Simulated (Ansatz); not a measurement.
# HgTe (Coloradoite) (F-43m) in Ansatz: notebook

Runs on HgTe (Coloradoite). Level: r2SCAN. Tasks: single point, equation of state.

Program: Ansatz 0.2.0. These are calculated values, not measurements. Logs are shortened: lines on timing, memory, paths and dates and some standing lists are left out, and cuts for length are marked.

### 1 The crystal as given

Symmetry: F-43m, No. 216, cubic system. The conventional cell has a = 6.429 Å, b = 6.429 Å, c = 6.429 Å, α = 90.00°, β = 90.00°, γ = 90.00°. Hg (site symmetry -43m) is surrounded by 4 Te at 2.78 Å. Te (site symmetry -43m) has 4 Hg at 2.78 Å as nearest neighbours.

### 2 Single point, r2SCAN, 31.22 Å³/atom (volume scaled by 0.94)

input.yaml reads:

```yaml
crystal:
  lattice:
    - [0.0, 3.1488795465, 3.1488795465]
    - [3.1488795465, 0.0, 3.1488795465]
    - [3.1488795465, 3.1488795465, 0.0]
  atoms:
    - { symbol: Hg, position: [0.0, 0.0, 0.0] }
    - { symbol: Te, position: [0.75, 0.75, 0.75] }
hamiltonian:
  xc: r2scan
  pseudopotentials: { kind: paw }
kpoints:
  mp_grid: { grid: [6, 6, 6] }
scf:
  occupations: { method: fermi_dirac, width: 0.05 }
output:
  forces: true
  stress: true
  eigenvalues: true
```

Potentials or basis: Ansatz PAW.

Command:

```bash
ansatz run input.yaml --threads 2 --pin off --max-ram 5632MiB --backend cpu --events-out ev --progress --plain --runs-dir out
```

The program printed:

```text
Warning: RAYON_NUM_THREADS=2 ignored (pool sized by the plan → 2); use --threads N
Engine: ansatz 0.2.0, aarch64-unknown-linux-gnu
Pseudopotentials: kind: paw
Pseudopotential: Hg, paw, valence charge 20, recommended cutoff 500 eV (meta_gga), Hg.paw.azcp
Pseudopotential: Te, paw, valence charge 16, recommended cutoff 500 eV (meta_gga), Te.paw.azcp
Functional definition: r2SCAN
  parameter k0 = 0.174
  parameter k1 = 0.065
  parameter a1 = 4.9479
  exchange = r2scan_x(k0 = k0, k1 = k1, a1 = a1)
  correlation = r2scan_c
Crystal: 2 atoms, lattice volume = 62.445 Å³
Basis set: ecut = 500 eV, 1591 PW (Γ), exchange–correlation on 144×144×144 points (64 copies of the dense FFT grid, shifted against one another)
Bands: 22, of which v1, the nominal top of the filled ones, is band 18 counted from 1 (17 counted from 0)
Symmetry: 24 space group operations
Space group: F-43m (ITA 216), of the structure as read, at distance tolerance 4.0e-5 Å
k-points: 16 of 216 (time reversal used)
Non-local potential: Hg, projectors of the file, l = 0: 3, l = 1: 2, l = 2: 2, l = 3: 1
Non-local potential: Te, projectors of the file, l = 0: 2, l = 1: 2, l = 2: 2, l = 3: 2
PAW form: soft (Blöchl's): semilocal exchange-correlation on the pseudo side does not see the compensation charge
PAW frozen core: Hg, regenerated for the run's functional (the file was generated under x = pbe(κ = 0.804, μ = 0.2195149727645171), c = pbe(β = 0.06672455060314922))
PAW frozen core: Te, regenerated for the run's functional (the file was generated under x = pbe(κ = 0.804, μ = 0.2195149727645171), c = pbe(β = 0.06672455060314922))
PAW one-centre angular grid: Hg, 590 points (default); XC on 160 Gauss nodes
PAW one-centre angular grid: Te, 590 points (default); XC on 160 Gauss nodes
Initial density: superposition of atomic densities (neutral atoms: chi_scale 0, normalization atom), corrected by the library's trained network
Initial wavefunctions: pseudopotential atomic-orbital guess
Functional: x = r2scan, c = r2scan; τ floored in thin density (d = 2e-4 eV/Å³)
SCF iter   1: F=—  HF=-20822.860931 eV  |F-HF|=—  |Δ(HF+E_count)|=         —  Δρ=6.05e-3  dr2=1.83e-2  dr2_τ=1.64e-2  ethr=1.77e-3  ⟨swp⟩=6.0  Hψ=1668  notcnv=0
preconditioner: auto → none  [insulator: Δε(μ)=0.936 eV  Ē_g=11.656 eV  σ=0.050 eV  W_gap=0.67  n_scr=14 (ndim 8)  ℏωp=19.9 eV  f_vac=0.160  D(μ)=0.12/eV (n_scr^D=0)  ε∞_Penn≈3.9]
SCF iter   2: F=—  HF=-20822.863866 eV  |F-HF|=—  |Δ(HF+E_count)|=   2.93e-3  Δρ=2.92e-3  dr2=2.78e-3  dr2_τ=1.24e-3  ethr=5.09e-5  ⟨swp⟩=2.4  Hψ=752  notcnv=0
SCF iter   3: F=—  HF=-20822.863540 eV  |F-HF|=—  |Δ(HF+E_count)|=   3.25e-4  Δρ=1.56e-3  dr2=3.71e-4  dr2_τ=7.70e-5  ethr=7.72e-6  ⟨swp⟩=2.0  Hψ=481  notcnv=0
SCF iter   4: F=—  HF=-20822.863732 eV  |F-HF|=—  |Δ(HF+E_count)|=   1.92e-4  Δρ=1.15e-4  dr2=6.07e-6  dr2_τ=1.10e-6  ethr=1.03e-6  ⟨swp⟩=2.0  Hψ=515  notcnv=0
SCF iter   5: F=—  HF=-20822.863736 eV  |F-HF|=—  |Δ(HF+E_count)|=   3.84e-6  Δρ=2.80e-5  dr2=2.13e-7  dr2_τ=2.80e-8  ethr=1.69e-8  ⟨swp⟩=2.0  Hψ=577  notcnv=0
SCF iter   6: F=-20822.863737 eV  HF=-20822.863736 eV  |F-HF|=9.66e-9  |Δ(HF+E_count)|=   2.40e-7  Δρ=7.33e-6  dr2=1.17e-8  dr2_τ=2.55e-9  ethr=2.78e-10  ⟨swp⟩=6.9  Hψ=1579  notcnv=0
SCF 1 converged in 6 iterations: F = -20822.863737 eV  dr2 = 1.17e-8
SCF converged after 6 iterations
Free energy (F): -20822.863737 eV
Harris-Foulkes:  -20822.863736 eV  (|F-HF|=9.66e-9)
Internal energy: -20822.862804 eV  (E = F + TS)
E sigma→0 (E₀):  -20822.863270 eV
Entropy (-TS):   -0.000933 eV (-0.466 meV/atom)
Fermi energy:    9.883836 eV
--- Per-component energies (eV) ---
  E_band       = -771.760138
  E_kinetic    = 786.109987
  E_local      = -4636.534062  (includes V_loc(G=0)·N_el)
  E_nonlocal   = -236.443469
  E_hartree    = 2271.177326
  E_xc         = -324.282272
  E_vxc        = -403.048112  (∫ρ·V_xc dr)
  E_paw        = -14657.798393  (= ΣΔE_a)
  E_vpaw       = -851.249523  (= ΣTr[D̂ρ^β])
  E_aug_tail   = 0.000334  (compensation charges beyond the density's cutoff)
  E_vtau       = 27.051506  (kinetic-family band-sum trace: ∫τ·v_τ [+ j·A + Jᵃ·Aᵃ] dr)
  E_ewald      = -4025.228181
  E_core_change = 0.135928  (= ΣΔE_core)
  E_smearing   = -0.000933  (= −TS)
  E_closure    = 0.000000  (closes the sum)
  Σ components = -20822.863737   (vs F -20822.863737, Δ=0.00e0)
--- Forces (eV/Å), atoms counted from 1 ---
  atom   1  Hg    -0.00000000    -0.00000000    -0.00000000
  atom   2  Te     0.00000000    -0.00000000     0.00000000
  max |Σ_I F_I| component: 7.40e-17 eV/Å
--- Stress (GPa, compression-positive) ---
        7.210701       0.000000      -0.000000
       -0.000000       7.210701       0.000000
        0.000000       0.000000       7.210701
  P = ⅓ Tr σ = 7.2107 GPa (72.107 kbar)
--- Band table (eV; the first three rows and the last of 16) ---
  k-point 0: bands = ["-107.7847", "-55.6296", "-55.6296", "-55.6296", "-27.9929", "-27.9929", "-27.9929", "-27.9778", "-27.9778", "-3.1838", "1.6760", "1.6760", "1.6760", "2.3505", "2.3505", "9.6573", "9.8479", "9.8479", "9.8479", "14.2596", "14.2596", "14.2596"]
  k-point 1: bands = ["-107.7846", "-55.6296", "-55.6296", "-55.6296", "-27.9931", "-27.9928", "-27.9928", "-27.9777", "-27.9777", "-3.0206", "1.7212", "1.7212", "1.7377", "2.3467", "2.3467", "7.4531", "9.4936", "9.4936", "10.9901", "14.4083", "14.6940", "14.6940"]
  k-point 2: bands = ["-107.7847", "-55.6298", "-55.6296", "-55.6296", "-27.9935", "-27.9926", "-27.9926", "-27.9775", "-27.9775", "-2.6677", "1.8004", "1.8004", "2.0789", "2.3581", "2.3581", "5.1010", "8.9096", "8.9096", "10.9347", "15.1277", "15.1277", "16.1931"]
  k-point 15: bands = ["-107.7847", "-55.6298", "-55.6297", "-55.6297", "-27.9939", "-27.9927", "-27.9922", "-27.9777", "-27.9770", "-2.2285", "1.9308", "2.0427", "2.1895", "2.3684", "3.1081", "3.6983", "6.7612", "6.9029", "12.9311", "13.6857", "16.8471", "16.9137"]
```

Wall time 3.4 s (2 threads of Arm Neoverse V1, shared host); peak memory 0.52 GiB.

What came out:

| Property | Result |
| --- | --- |
| Free energy | -20822.8637 eV |
| Pressure | 7.2 GPa |
| Band gap on the k mesh | none (metal or under the smearing width) |

Caveat: the PAW data sets come from PBE, with cores solved anew for the run's functional, which leaves a small shift of forces and pressure.

### 3 Single point, r2SCAN, 31.89 Å³/atom (volume scaled by 0.96)

Changes to input.yaml since step 2:

```diff
@@ -2,5 +2,5 @@
   lattice:
-    - [0.0, 3.1488795465, 3.1488795465]
-    - [3.1488795465, 0.0, 3.1488795465]
-    - [3.1488795465, 3.1488795465, 0.0]
+    - [0.0, 3.1710554852, 3.1710554852]
+    - [3.1710554852, 0.0, 3.1710554852]
+    - [3.1710554852, 3.1710554852, 0.0]
   atoms:
```

Potentials or basis: Ansatz PAW.

Command:

```bash
ansatz run input.yaml --threads 2 --pin off --max-ram 5632MiB --backend cpu --events-out ev --progress --plain --runs-dir out
```

Wall time 3.4 s (2 threads of Arm Neoverse V1, shared host); peak memory 0.52 GiB.

The run converged. Its results:

| Item | Value |
| --- | --- |
| Free energy | -20822.9173 eV |
| Pressure | 5.7 GPa |
| Band gap on the k mesh | none (metal or under the smearing width) |

Caveat: the PAW data sets come from PBE, with cores solved anew for the run's functional, which leaves a small shift of forces and pressure.

### 4 Single point, r2SCAN, 32.55 Å³/atom (volume scaled by 0.98)

Changes to input.yaml since step 3:

```diff
@@ -2,5 +2,5 @@
   lattice:
-    - [0.0, 3.1710554852, 3.1710554852]
-    - [3.1710554852, 0.0, 3.1710554852]
-    - [3.1710554852, 3.1710554852, 0.0]
+    - [0.0, 3.1929255244, 3.1929255244]
+    - [3.1929255244, 0.0, 3.1929255244]
+    - [3.1929255244, 3.1929255244, 0.0]
   atoms:
@@ -19 +19,5 @@
   eigenvalues: true
+  write_density: true
+  write_potential: true
+  elf: true
+  volumetric_format: npy
```

Command:

```bash
ansatz run input.yaml --threads 2 --pin off --max-ram 5632MiB --backend cpu --events-out ev --progress --plain --runs-dir out
```

Run time: 4.3 s. Hardware: 2 threads of Arm Neoverse V1, shared host; peak memory 0.52 GiB.

Results (log left out):

- Free energy: -20822.9592 eV
- Pressure: 4.4 GPa
- Band gap on the k mesh: none (metal or under the smearing width)

Caveat: the PAW data sets come from PBE, with cores solved anew for the run's functional, which leaves a small shift of forces and pressure.

### 5 Single point, r2SCAN, 33.22 Å³/atom

input.yaml reads:

```yaml
crystal:
  lattice:
    - [0.0, 3.2145, 3.2145]
    - [3.2145, 0.0, 3.2145]
    - [3.2145, 3.2145, 0.0]
  atoms:
    - { symbol: Hg, position: [0.0, 0.0, 0.0] }
    - { symbol: Te, position: [0.75, 0.75, 0.75] }
hamiltonian:
  xc: r2scan
  pseudopotentials: { kind: paw }
kpoints:
  mp_grid: { grid: [6, 6, 6] }
scf:
  occupations: { method: fermi_dirac, width: 0.05 }
output:
  forces: true
  stress: true
  eigenvalues: true
```

Command:

```bash
ansatz run input.yaml --threads 2 --pin off --max-ram 5632MiB --backend cpu --events-out ev --progress --plain --runs-dir out
```

Wall time 3.4 s (2 threads of Arm Neoverse V1, shared host); peak memory 0.52 GiB.

The run converged. Its results:

```
Free energy            : -20822.9907 eV
Pressure               : 3.2 GPa
Band gap on the k mesh : none (metal or under the smearing width)
```

Caveat: the PAW data sets come from PBE, with cores solved anew for the run's functional, which leaves a small shift of forces and pressure.

### 6 Single point, r2SCAN, 33.88 Å³/atom (volume scaled by 1.02)

Changes to input.yaml since step 5:

```diff
@@ -2,5 +2,5 @@
   lattice:
-    - [0.0, 3.2145, 3.2145]
-    - [3.2145, 0.0, 3.2145]
-    - [3.2145, 3.2145, 0.0]
+    - [0.0, 3.2357886999, 3.2357886999]
+    - [3.2357886999, 0.0, 3.2357886999]
+    - [3.2357886999, 3.2357886999, 0.0]
   atoms:
```

Potentials or basis: Ansatz PAW.

Command:

```bash
ansatz run input.yaml --threads 2 --pin off --max-ram 5632MiB --backend cpu --events-out ev --progress --plain --runs-dir out
```

It took 3.4 s on 2 threads of Arm Neoverse V1, shared host; peak memory 0.53 GiB.

Results (log left out):

- Free energy: -20823.0130 eV
- Pressure: 2.2 GPa
- Band gap on the k mesh: none (metal or under the smearing width)

Caveat: the PAW data sets come from PBE, with cores solved anew for the run's functional, which leaves a small shift of forces and pressure.

### 7 Single point, r2SCAN, 34.54 Å³/atom (volume scaled by 1.04)

Changes to input.yaml since step 6:

```diff
@@ -2,5 +2,5 @@
   lattice:
-    - [0.0, 3.2357886999, 3.2357886999]
-    - [3.2357886999, 0.0, 3.2357886999]
-    - [3.2357886999, 3.2357886999, 0.0]
+    - [0.0, 3.2568009036, 3.2568009036]
+    - [3.2568009036, 0.0, 3.2568009036]
+    - [3.2568009036, 3.2568009036, 0.0]
   atoms:
```

Command:

```bash
ansatz run input.yaml --threads 2 --pin off --max-ram 5632MiB --backend cpu --events-out ev --progress --plain --runs-dir out
```

Wall time 3.5 s (2 threads of Arm Neoverse V1, shared host); peak memory 0.53 GiB.

Results (log left out):

* Free energy: -20823.0271 eV
* Pressure: 1.2 GPa
* Band gap on the k mesh: none (metal or under the smearing width)

Caveat: the PAW data sets come from PBE, with cores solved anew for the run's functional, which leaves a small shift of forces and pressure.

### 8 Single point, r2SCAN, 35.21 Å³/atom (volume scaled by 1.06)

Changes to input.yaml since step 7:

```diff
@@ -2,5 +2,5 @@
   lattice:
-    - [0.0, 3.2568009036, 3.2568009036]
-    - [3.2568009036, 0.0, 3.2568009036]
-    - [3.2568009036, 3.2568009036, 0.0]
+    - [0.0, 3.2775454177, 3.2775454177]
+    - [3.2775454177, 0.0, 3.2775454177]
+    - [3.2775454177, 3.2775454177, 0.0]
   atoms:
```

Command:

```bash
ansatz run input.yaml --threads 2 --pin off --max-ram 5632MiB --backend cpu --events-out ev --progress --plain --runs-dir out
```

Run time: 3.6 s. Hardware: 2 threads of Arm Neoverse V1, shared host; peak memory 0.53 GiB.

Results (log left out):

- Free energy: -20823.0338 eV
- Pressure: 0.4 GPa
- Band gap on the k mesh: none (metal or under the smearing width)

Caveat: the PAW data sets come from PBE, with cores solved anew for the run's functional, which leaves a small shift of forces and pressure.

### 9 Equation of state, r2SCAN

Potentials or basis: Ansatz PAW.

This step only gathers the single runs of the series.

Results:

```
Equilibrium volume : 35.55 Å³/atom (rough: see the caveat)
Bulk modulus       : 40 GPa (rough)
```

Energy against volume, from the lowest point:
```tsv
volume (Å³/atom)	energy (meV/atom)
31.223	85.01
31.887	58.25
32.551	37.29
33.215	21.52
33.880	10.37
34.544	3.33
35.208	0.00
```

Caveat: the minimum lies outside the volumes run; the PAW data sets were made with another functional, which shifts forces and pressure a little.
